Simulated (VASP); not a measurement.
# Os (Fm-3m) in VASP: single point with HSE06

Aim: the single point of Os with HSE06.

Everything below comes from runs of VASP 6.6.1. Logs are shortened: lines on timing, memory, paths and dates and some standing lists are left out, and cuts for length are marked.

## (1) The crystal as given

Symmetry: Fm-3m, No. 225, cubic system. The conventional cell has a = 3.822 Å, b = 3.822 Å, c = 3.822 Å, α = 90.00°, β = 90.00°, γ = 90.00°. Around Os (site symmetry m-3m) lie 12 Os at 2.70 Å.

This isn't the form of Os at room conditions, which is hcp.

## (2) Single point, HSE06

The input, POSCAR:

```
Os
1.0
    0.0000000000      1.9111500000      1.9111500000
    1.9111500000      0.0000000000      1.9111500000
    1.9111500000      1.9111500000      0.0000000000
Os
1
Direct
    0.0000000000      0.0000000000      0.0000000000
```

The input, INCAR.step1:

```
SYSTEM = Os
  PREC = Accurate
  ENCUT = 520
  EDIFF = 1E-5
  ISMEAR = 0
  SIGMA = 0.1
  LREAL = .False.
  LASPH = .True.
  NELM = 60
  ALGO = Normal
  ISIF = 2
  LWAVE = .True.
  LCHARG = .False.
  NBANDS = 10
  GGA = PE
```

The input, INCAR.step2:

```
SYSTEM = Os
  PREC = Accurate
  ENCUT = 520
  EDIFF = 1E-6
  ISMEAR = 0
  SIGMA = 0.1
  LREAL = .False.
  LASPH = .True.
  NELM = 60
  ALGO = Normal
  ISIF = 2
  LWAVE = .False.
  LCHARG = .False.
  GGA = PE
  LHFCALC = .True.
  HFSCREEN = 0.2
  PRECFOCK = Fast
  NBANDS = 10
  ISTART = 1
```

The input, KPOINTS:

```
regular mesh
0
Gamma
  8 8 8
  0 0 0
```

Potentials or basis: VASP PAW PBE potentials, release 64 (Os).

Run with:

```sh
$ cat potpaw_PBE.64/Os/POTCAR > POTCAR
$ cp INCAR.step1 INCAR
$ mpirun -np 1 vasp_std > vasp.out
$ cp INCAR.step2 INCAR
$ mpirun -np 1 vasp_std > vasp.out
```

OUTCAR:

```text
SYSTEM = Os
   PREC = Accurate
   ENCUT = 520
   EDIFF = 1E-6
   ISMEAR = 0
   LREAL = .False.
   LASPH = .True.
   NELM = 60
   ISIF = 2
   GGA = PE
   LHFCALC = .True.
   HFSCREEN = 0.2
   PRECFOCK = Fast
   ISTART = 1

 ion  position               nearest neighbor table
   1  0.000  0.000  0.000-

  LATTYP: Found a face centered cubic cell.
 ALAT       =     3.8223000000

  Lattice vectors:

 A1 = (   0.0000000000,   1.9111500000,   1.9111500000)
 A2 = (   1.9111500000,   0.0000000000,   1.9111500000)
 A3 = (   1.9111500000,   1.9111500000,   0.0000000000)

Analysis of symmetry for initial positions (statically):
=====================================================================
 Subroutine PRICEL returns:
 Original cell was already a primitive cell.

 Routine SETGRP: Setting up the symmetry group for a
 face centered cubic supercell.

 Subroutine GETGRP returns: Found 48 space group operations
 (whereof 48 operations were pure point group operations)
 out of a pool of 48 trial point group operations.

The static configuration has the point symmetry O_h .

Analysis of symmetry for dynamics (positions and initial velocities):
=====================================================================
 Subroutine PRICEL returns:
 Original cell was already a primitive cell.

 Routine SETGRP: Setting up the symmetry group for a
 face centered cubic supercell.

 Subroutine GETGRP returns: Found 48 space group operations
 (whereof 48 operations were pure point group operations)
 out of a pool of 48 trial point group operations.

The dynamic configuration has the point symmetry O_h .

 Subroutine INISYM returns: Found 48 space group operations
 (whereof 48 operations are pure point group operations),
 and found     1 'primitive' translations

----------------------------------------------------------------------------------------

                                     Primitive cell

  volume of cell :      13.9609

  direct lattice vectors                    reciprocal lattice vectors
     0.000000000  1.911150000  1.911150000    -0.261622583  0.261622583  0.261622583
     1.911150000  0.000000000  1.911150000     0.261622583 -0.261622583  0.261622583
     1.911150000  1.911150000  0.000000000     0.261622583  0.261622583 -0.261622583

  length of vectors
     2.702774250  2.702774250  2.702774250     0.453143607  0.453143607  0.453143607

  position of ions in fractional coordinates (direct lattice)
     0.000000000  0.000000000  0.000000000

  ion indices of the primitive-cell ions
   primitive index   ion index
                 1           1

----------------------------------------------------------------------------------------

 KPOINTS: regular mesh

Automatic generation of k-mesh.
 Grid dimensions read from file:
 generate k-points for:    8    8    8

 Generating k-lattice:

  Cartesian coordinates                     Fractional coordinates (reciprocal lattice)
    -0.032702823  0.032702823  0.032702823     0.125000000  0.000000000  0.000000000
     0.032702823 -0.032702823  0.032702823     0.000000000  0.125000000  0.000000000
     0.032702823  0.032702823 -0.032702823     0.000000000  0.000000000  0.125000000

  Length of vectors
     0.056642951  0.056642951  0.056642951

  Shift w.r.t. Gamma in fractional coordinates (k-lattice)
     0.000000000  0.000000000  0.000000000

 Subroutine IBZKPT returns following result:
 ===========================================

 Found     29 irreducible k-points:

 Following reciprocal coordinates:
            Coordinates               Weight
  0.000000  0.000000  0.000000      1.000000
  0.125000  0.000000  0.000000      8.000000
  0.250000  0.000000  0.000000      8.000000
  0.375000  0.000000  0.000000      8.000000
  0.500000  0.000000  0.000000      4.000000
  0.125000  0.125000  0.000000      6.000000
[... 16 lines left out ...]
  0.500000  0.250000  0.125000     48.000000
 -0.375000  0.250000  0.125000     24.000000
 [... further k-points ...]
   k-points           NKPTS =     29   k-points in BZ     NKDIM =    512   number of bands    NBANDS=     10
   number of dos      NEDOS =    301   number of ions     NIONS =      1
   total plane-waves  NPLWV =   8000
   dimension x,y,z NGX =    20 NGY =   20 NGZ =   20
   dimension x,y,z NGXF=    40 NGYF=   40 NGZF=   40
   ions per type =               1
   NGX,Y,Z   is equivalent  to a cutoff of  12.30, 12.30, 12.30 a.u.
   NGXF,Y,Z  is equivalent  to a cutoff of  24.60, 24.60, 24.60 a.u.
 SYSTEM =  Os
   PREC   = accura    normal or accurate (medium, high low for compatibility)
   ISTART =      1    job   : 0-new  1-cont  2-samecut
   ICHARG =      0    charge: 1-file 2-atom 10-const
   ISPIN  =      1    spin polarized calculation?
   LNONCOLLINEAR =      F non collinear calculations
   LSORBIT =      F    spin-orbit coupling
   LASPH  =      T    aspherical Exc in radial PAW
   ENCUT  =  520.0 eV  38.22 Ry    6.18 a.u.   5.03  5.03  5.03*2*pi/ulx,y,z
   NELM   =     60;   NELMIN=  2; NELMDL=  0     # of ELM steps
   EDIFF  = 0.1E-05   stopping-criterion for ELM
   LREAL  =      F    real-space projection
   EDIFFG = 0.1E-04   stopping-criterion for IOM
   NSW    =      0    number of steps for IOM
   IBRION =     -1    ionic relax: 0-MD 1-quasi-New 2-CG
   NFREE  =      0    steps in history (QN), initial steepest desc. (CG)
   ISIF   =      2    stress and relaxation
   ISYM   =      3    0-nonsym 1-usesym 2-fastsym
   POTIM  = 0.5000    time-step for ionic-motion
   TEBEG  =    0.0;   TEEND  =   0.0 temperature during run
   PSTRESS=    0.0 pullay stress
   NELECT =       8.0000    total number of electrons
   NUPDOWN=      -1.0000    fix difference up-down
   EMIN   =  10.00;   EMAX   =-10.00  energy-range for DOS
   EFERMI =   0.00;   METHOD = LEGACY
   ISMEAR =     0;   SIGMA  =   0.10  broadening in eV -4-tet -1-fermi 0-gaus
   EFERMI_NEDOS =   21; number of points for ismear=-14 and -15
   IALGO  =     38    algorithm
   IMIX   =      1    mixing-type and parameters
     AMIX     =   0.40;   BMIX     =  1.00
     AMIX_MAG =   1.60;   BMIX_MAG =  1.00
  volume/ion in A,a.u.               =      13.96        94.21
  Fermi-wavevector in a.u.,A,eV,Ry     =   1.359774  2.569600 25.156971  1.848985
  Thomas-Fermi vector in A             =   2.486493
   LORBIT       =      0    0 simple, 1 ext, 2 COOP (PROOUT), +10 PAW based schemes
   GGA     = PE    functional components
   LHFCALC =     T    Hartree Fock is set to
   PRECFOCK=fast      Normal, Fast or Accurate (Low or Medium for compatibility)
   ENCUT4O =  -1.0   cutoff for four orbital integrals eV
   NKREDX  =     1    reduce k-point grid by
   NKREDY  =     1    reduce k-point grid by
   NKREDZ  =     1    reduce k-point grid by
   AEXX    =    0.2500 exact exchange contribution
   HFSCREEN=    0.2000 screening length (either q_TF or 0.3 A-1)
   HFSCREENC=   0.2000 screening length for correlation (either q_TF or 0.3 A-1)
   ENCUTFOCK=  -1.0 apply spherical cutoff to Coloumb kernel
   IVDW    =     0    specifies the selected vdW correction
   LEPSILON=     F    determine dielectric tensor
   LRPA    =     F    only Hartree local field effects (RPA)
 non-spin polarized calculation
 Gauss-broadening in eV      SIGMA  =   0.10
  energy-cutoff  :      520.00
  volume of cell :       13.96
 maximum number of plane-waves:       388
  NGX = 12; NGY = 12; NGZ = 12

 number of electron       7.9999999 magnetization

 Free energy of the ion-electron system (eV)
  ---------------------------------------------------
  ext. energy  EPLUGINS =         0.00000000
  ---------------------------------------------------
  free energy    TOTEN  =       -12.85437678 eV

  energy without entropy =      -12.84954138  energy(sigma->0) =      -12.85195908

 E-fermi :   8.7796     XC(G=0): -11.4143

 val. band max:        8.7326808799   @ k =  -0.3750   0.3750   0.1250
 cond. band min:       8.9179913498   @ k =  -0.2500   0.2500   0.0000
 fundamental gap:      0.1853104698
 Fermi energy:         8.7796473681

 k-point     1 :       0.0000    0.0000    0.0000
  band No.  band energies     occupation
      1      -3.0103      2.00000
      2       5.4840      2.00000
      3       5.4840      2.00000
      4       5.4840      2.00000
      5       9.1771      0.00000
      6       9.1772      0.00000
      7      24.4097      0.00000
      8      30.4852      0.00000
      9      30.4852      0.00000
     10      30.4852      0.00000

 k-point     2 :       0.1250    0.0000    0.0000
  band No.  band energies     occupation
      1      -2.2264      2.00000
      2       5.0683      2.00000
      3       5.8334      2.00000
      4       5.8334      2.00000
      5       8.9376      0.02550
      6       8.9376      0.02549
      7      25.7235      0.00000
      8      27.8494      0.00000
      9      31.8179      0.00000
     10      31.8179      0.00000

 k-point     3 :       0.2500    0.0000    0.0000
  band No.  band energies     occupation
      1      -0.4860      2.00000
      2       4.8033      2.00000
      3       6.0342      2.00000
      4       6.0342      2.00000
      5       9.3470      0.00000
      6       9.3471      0.00000
      7      24.3733      0.00000
      8      27.9983      0.00000
      9      35.2134      0.00000
     10      35.2141      0.00000
[... 248 lines left out ...]
 k-point    23 :       0.5000    0.2500    0.1250
  band No.  band energies     occupation
      1       2.0749      2.00000
      2       3.9714      2.00000
      3       4.5599      2.00000
      4       7.5263      2.00000
      5      10.4590      0.00000
      6      14.1212      0.00000
      7      21.7013      0.00000
      8      27.1239      0.00000
      9      27.8442      0.00000
     10      33.1255      0.00000

 k-point    24 :      -0.3750    0.2500    0.1250
  band No.  band energies     occupation
      1       2.1027      2.00000
      2       3.6452      2.00000
      3       5.7369      2.00000
      4       7.1022      2.00000
      5      11.5199      0.00000
      6      16.2531      0.00000
      7      18.2957      0.00000
      8      26.8213      0.00000
      9      27.6696      0.00000
     10      30.9917      0.00000

 [... further k-points ...]

------------------------ aborting loop because EDIFF is reached ----------------------------------------

  FORCE on cell =-STRESS in cart. coord.  units (eV):
  Direction    XX          YY          ZZ          XY          YZ          ZX
  --------------------------------------------------------------------------------------
  -------------------------------------------------------------------------------------
  Total       -0.2036055     -0.2036055     -0.2036055      0.0000000      0.0000000      0.0000000
  in kB      -23.3660807    -23.3660807    -23.3660807      0.0000000      0.0000000      0.0000000
  external PRESSURE =     -23.3660807 kB  Pullay stress =       0.0000000 kB

 VOLUME and BASIS-vectors are now :
 -----------------------------------------------------------------------------
  energy-cutoff  :      520.00
  volume of cell :       13.96
      direct lattice vectors                 reciprocal lattice vectors
     0.000000000  1.911150000  1.911150000    -0.261622583  0.261622583  0.261622583
     1.911150000  0.000000000  1.911150000     0.261622583 -0.261622583  0.261622583
     1.911150000  1.911150000  0.000000000     0.261622583  0.261622583 -0.261622583

 POSITION                                       TOTAL-FORCE (eV/Angst)
 -----------------------------------------------------------------------------------
      0.00000      0.00000      0.00000        -0.000000     -0.000000      0.000000
 -----------------------------------------------------------------------------------
    total drift:                               -0.000000      0.000000     -0.000001

  FREE ENERGIE OF THE ION-ELECTRON SYSTEM (eV)
  ---------------------------------------------------
  free  energy   TOTEN  =       -12.8543767809 eV

  energy  without entropy=      -12.8495413811  energy(sigma->0) =      -12.85195908
```

Wall time 4 min (1 thread of Intel Xeon 6975P-C (Granite Rapids), shared host); peak memory 0.24 GiB.

What came out:

```yaml
Free_energy: -12.8544 eV
Pressure: -2.3 GPa
Band_gap_on_the_k_mesh: none (metal or under the smearing width)
```

Caveat: the PAW data sets were made with another functional, which shifts forces and pressure a little.
